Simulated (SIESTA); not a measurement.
Runs of SIESTA 5.4.2 on FeO. It takes space group I4/mmm (No. 139, tetragonal). Conventional cell: a = 3.204 Å, b = 3.204 Å, c = 4.167 Å, α = 90.00°, β = 90.00°, γ = 90.00°. Fe (site symmetry 4/mmm) has 6 O at 2.08 to 2.27 Å as nearest neighbours. O (site symmetry 4/mmm) is surrounded by 6 Fe at 2.08 to 2.27 Å. The cell comes from a database or a generator and needn't be the stable form of this composition.

```tsv
fixed moment (μB)	cell	k mesh	gap on the mesh (eV)	pressure (GPa)	moment (μB)
3.0	as given	8 × 8 × 8	-	-17.4	3.00
1.0	as given	8 × 8 × 8	-	-25.9	1.00
4.0	as given	8 × 8 × 8	-	-8.3	4.00
2.0	as given	8 × 8 × 8	-	(a)	2.00
-	atoms moved at random, drawn with an rms of 0.05 Å	12 × 12 × 12	none	-8.2	4.00
-	as given	12 × 12 × 12	none	-8.3	4.00
```

Alike in all rows: task single point; level PBE; potentials or basis PseudoDojo 0.4 standard (PBE files), DZP (energy shift 0.003 Ry; two zetas on semicore shells); spin collinear, ferromagnetic start; smearing fermi-dirac 0.05 eV; grid cutoff 800 Ry; energy shift 0.003 Ry.

Problem. Fill in the values left out.

Solution. (a) -23.8.

Caveats: short orbitals over semicore shells can move pressures by several GPa; the basis of atomic orbitals isn't converged, which shifts pressures, moduli and gaps; a cell with one magnetic atom can't hold antiferromagnetic order, which such compounds often take; the total moment is fixed, so each spin has its own Fermi level (some runs); semilocal functionals often make such compounds metallic where correlation or magnetic order opens a gap, which also shifts bond lengths (some runs); the moment is held away from its start (some runs).

A gap of «none» marks a metal or a gap under the smearing width.
